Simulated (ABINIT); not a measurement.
Crystal: TiO2.

```
Ti O
1.0
     4.59984    0.00000    0.00000
     0.00000    4.59984    0.00000
     0.00000    0.00000    2.95921
Ti O
2 4
Direct
  0.00000 0.00000 0.50000
  0.50000 0.50000 0.00000
  0.30432 0.30432 0.50000
  0.19568 0.80432 0.00000
  0.80432 0.19568 0.00000
  0.69568 0.69568 0.50000
```

The cell is a database's computed one.

Base run:

```yaml
Program: ABINIT 10.8.3 (patched build)
Functional: LDA
Potentials_or_basis: PseudoDojo NC SR LDA v0.4.1 standard
Cutoff: 952 eV
k_mesh: 4 × 4 × 7
Occupations: fermi-dirac, width 0.05 eV
Spin: no spin polarisation
```

Its results: band gap on the k mesh 1.80 eV, direct; largest force 0.141 eV/Å.

Problem. The run is repeated on the same cell with these changes: functional from LDA to PBE; potentials or basis from PseudoDojo NC SR LDA v0.4.1 standard to PseudoDojo NC SR PBE v0.4.1 standard. What comes out?

Solution. Band gap on the k mesh 1.88 eV, direct; largest force 0.021 eV/Å.

Caveats: an odd mesh through Γ misses points on the zone boundary, where band edges often lie.
